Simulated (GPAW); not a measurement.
# Ge (P6_3/mmc) in GPAW: settings compared, part 2 of 2

GPAW 26.7.0. The steps go on from the part before.

**3. Relaxation of cell and atoms, PBEsol, target pressure 30 GPa, at which the enthalpy is minimised**

The input, run.py:

```python
from ase import Atoms
from ase.filters import FrechetCellFilter
from ase.io import write
from ase.optimize import BFGS
from ase.units import GPa
from gpaw import GPAW, PW, setup_paths

setup_paths.insert(0, '.')

atoms = Atoms(['Ge', 'Ge', 'Ge', 'Ge'],
              cell=[[3.9975858431, 0.0, 0.0],
                    [-1.9987929216, 3.462010894, 0.0],
                    [0.0, 0.0, 6.59937795]],
              scaled_positions=[[0.3333333333, 0.6666666667, 0.93709875],
                                [0.6666666667, 0.3333333333, 0.43709875],
                                [0.3333333333, 0.6666666667, 0.56290125],
                                [0.6666666667, 0.3333333333, 0.06290125]],
              pbc=True)

calc = GPAW(mode=PW(600),
            xc='PBEsol',
            kpts={'size': (7, 7, 4), 'gamma': True},
            occupations={'name': 'fermi-dirac', 'width': 0.05},
            nbands=18,
            convergence={'density': 1e-05, 'forces': 0.0001},
            maxiter=150,
            txt='gpaw.txt')
atoms.calc = calc
opt = BFGS(FrechetCellFilter(atoms, scalar_pressure=30 * GPa), trajectory='relax.traj', logfile='-')
done = opt.run(fmax=0.02, steps=60)
calc.write('gs.gpw')
write('result.traj', atoms)
print('Converged:', done)
print('Cell:', atoms.cell.cellpar().round(4))
print('Volume:', round(atoms.get_volume(), 4))
print(atoms.get_scaled_positions().round(5))
```

Potentials or basis: PAW data sets generated in the run's folder for this functional, pw.

Command:

```bash
gpaw-setup -f PBEsol Ge
OMP_NUM_THREADS=1 python run.py
```

Run time: 2.3 min. Hardware: 1 thread of Arm Neoverse V2, shared host; peak memory 0.26 GiB.

The run converged. Its results:

```yaml
Free_energy: -18.1386 eV
Relaxed_volume: 17.93 Å³/atom
Relaxed_cell: a = 3.682 Å, b = 3.682 Å, c = 6.108 Å, α = 90.00°, β = 90.00°, γ = 120.00°
Space_group_after_relaxing_to_0.05_Å: P6_3/mmc (No. 194)
Energy_change_on_relaxing_the_enthalpy_is_what_falls: +371.9 meV/atom
Ionic_steps: 9
Pressure_after_relaxing: 30.0 GPa
Largest_force_after_relaxing: 0.006 eV/Å
Band_gap_on_the_k_mesh: none (metal or under the smearing width)
```

Forces in eV/Å, atoms in the order of the input:
```
Ge   0.000  0.000  0.006
Ge   0.000  0.000  0.006
Ge   0.000  0.000 -0.006
Ge   0.000  0.000 -0.006
```

Step by step:
| step | energy change (eV) | largest force (eV/Å) | pressure (GPa) | volume (Å³) |
| --- | --- | --- | --- | --- |
| 1 | 0.0000 | 0.0057 | 0.27 | 91.33 |
| 2 | 0.0493 | 0.0138 | 3.76 | 87.28 |
| 3 | 0.9217 | 0.0590 | 21.63 | 75.25 |
| 4 | 1.6015 | 0.0473 | 31.64 | 71.13 |
| 5 | 1.4813 | 0.0333 | 29.94 | 71.76 |
| 6 | 1.4837 | 0.0247 | 29.97 | 71.74 |
| 7 | 1.4916 | 0.0333 | 30.07 | 71.70 |
| 8 | 1.4905 | 0.0286 | 30.05 | 71.70 |
| 9 | 1.4877 | 0.0058 | 30.01 | 71.72 |

Final structure:
```yaml
crystal:
  lattice:
    - [3.68199, 0.00000, 0.00000]
    - [-1.84100, 3.18870, 0.00000]
    - [0.00000, 0.00000, 6.10843]
  atoms:
    - { symbol: Ge, position: [0.33333, 0.66667, 0.93594] }
    - { symbol: Ge, position: [0.66667, 0.33333, 0.43594] }
    - { symbol: Ge, position: [0.33333, 0.66667, 0.56406] }
    - { symbol: Ge, position: [0.66667, 0.33333, 0.06406] }
```

Levels at points of the mesh, in eV from the Fermi level:
```
           k point  band 4  band 5  band 6  band 7  band 8  band 9  band 10  band 11  band 12  band 13
(0.00, 0.00, 0.00)   -2.04   -2.04   -0.46    0.11    0.11    0.55     2.00     2.04     2.04     3.17
(0.00, 0.00, 0.50)   -5.62   -1.23   -1.23   -1.23   -1.23    1.44     1.44     3.38     3.38     3.38
```

Caveat: later steps reuse the first step's grids; the volume moved by over 15 % at a fixed basis, so the end points are rough.

**4. Single point, PBE**

The input, run.py:

```python
from ase import Atoms
from ase.dft.bandgap import bandgap
from ase.io import write
from ase.units import GPa
from gpaw import GPAW, PW

atoms = Atoms(['Ge', 'Ge', 'Ge', 'Ge'],
              cell=[[3.9975858431, 0.0, 0.0],
                    [-1.9987929216, 3.462010894, 0.0],
                    [0.0, 0.0, 6.59937795]],
              scaled_positions=[[0.3333333333, 0.6666666667, 0.93709875],
                                [0.6666666667, 0.3333333333, 0.43709875],
                                [0.3333333333, 0.6666666667, 0.56290125],
                                [0.6666666667, 0.3333333333, 0.06290125]],
              pbc=True)

calc = GPAW(mode=PW(400),
            xc='PBE',
            kpts={'size': (6, 6, 4), 'gamma': True},
            occupations={'name': 'fermi-dirac', 'width': 0.05},
            nbands=18,
            maxiter=120,
            txt='gpaw.txt')
atoms.calc = calc
energy = atoms.get_potential_energy()
forces = atoms.get_forces()
stress = atoms.get_stress()
calc.write('gs.gpw')
write('result.traj', atoms)
print(f'Energy: {energy:.6f} eV')
print('Forces (eV/A):')
print(forces.round(4))
print('Stress (GPa):', (stress / GPa).round(3))
print('Fermi level:', round(calc.get_fermi_level(), 4), 'eV')
print(f'Gap: {bandgap(calc)[0]:.4f} eV, direct: {bandgap(calc, direct=True)[0]:.4f} eV')
```

Potentials or basis: GPAW PAW data sets (gpaw-data 1.2.1), pw.

Command:

```bash
OMP_NUM_THREADS=1 python run.py
```

gpaw.txt:

```text
__  _  _
 | _ |_)|_||  |
 |__||  | ||/\| - 26.7.0

Input parameters:
  mode=PW(ecut=400.0),
  kpts=MonkhorstPack(size=(6, 6, 4), gamma=True),
  maxiter=120,
  nbands=18,
  occupations=Occupations(name='fermi-dirac', width=0.05),
  xc=XC(name='PBE')

Diagonalizing LCAO Hamiltonian
Converting LCAO to pw mode

        Ge

        Ge
            Ge

            Ge

Atoms  # Å, Bohr magnetons
|   | symbol |         x |        y |        z |    initial magnetic moments |
|---|--------|-----------|----------|----------|-----------------------------|
| 0 |     Ge | -0.000000 | 2.308007 | 6.184269 | ( 0.0000,  0.0000,  0.0000) |
| 1 |     Ge |  1.998793 | 1.154004 | 2.884580 | ( 0.0000,  0.0000,  0.0000) |
| 2 |     Ge | -0.000000 | 2.308007 | 3.714798 | ( 0.0000,  0.0000,  0.0000) |
| 3 |     Ge |  1.998793 | 1.154004 | 0.415109 | ( 0.0000,  0.0000,  0.0000) |

Unit cell  # Å
[... 146 lines left out ...]
  Coulomb:         -44.713231
  Zero:              0.012400
  External:          0.000000
  Xc:              -23.298384
  Entropy:          -0.002085
  Spinorbit:         0.000000
  ----------------------------
  Free energy:     -17.911627
  Extrapolated:    -17.910584

dipole moment: (0.000248, 0.000430, 0.000819)  # |e|*Ang

Fermi level: 5.990
Eigenvalues  # (at kpt = [0.000, 0.000, 0.000])
| band index |      eig [eV] | occ [0-2] |
|------------|---------------|-----------|
|          0 |        -6.815 |     2.000 |
|          1 |        -4.793 |     2.000 |
|          2 |        -1.656 |     2.000 |
|          3 |         4.462 |     2.000 |
|          4 |         4.462 |     2.000 |
|          5 |         5.784 |     1.968 |
|          6 |         5.882 |     1.796 |
|          7 |         5.994 |     0.964 |
|          8 |         6.064 |     0.373 |
|          9 |         6.064 |     0.373 |
|         10 |         8.211 |     0.000 |
|         11 |         8.211 |     0.000 |
|         12 |         8.702 |     0.000 |
|         13 |        10.503 |     0.000 |
|         14 |        10.503 |     0.000 |
|        ... |               |           |
|         17 |        13.270 |     0.000 |

No gap
No difference between direct/indirect transitions

Forces  # eV/Ang
|        x |        y |        z |
|----------|----------|----------|
| -0.00000 | -0.00000 | -0.01410 |  # Ge   0
|  0.00000 |  0.00000 | -0.01407 |  # Ge   1
| -0.00000 | -0.00000 |  0.01407 |  # Ge   2
| -0.00000 |  0.00000 |  0.01410 |  # Ge   3

Stress tensor  # eV/Ang^3
|         x |         y |         z |
|-----------|-----------|-----------|
| -0.021589 | -0.000000 |  0.000000 |
| -0.000000 | -0.021589 | -0.000000 |
|  0.000000 | -0.000000 | -0.017471 |

# Writing to gs.gpw (mode='')
```

Run time: 9.5 s. Hardware: 1 thread of AMD EPYC 7B13 (Zen 3), shared host; peak memory 0.15 GiB.

These settings aren't checked as converged: the numbers below hold their error.

Results:

| Item | Value |
| --- | --- |
| Free energy | -17.9116 eV |
| Pressure | 3.2 GPa |
| Largest force | 0.014 eV/Å |
| Band gap on the k mesh | none (metal or under the smearing width) |

Caveat: the cutoff is short for stress and forces, so pressures can be off by a GPa or more.
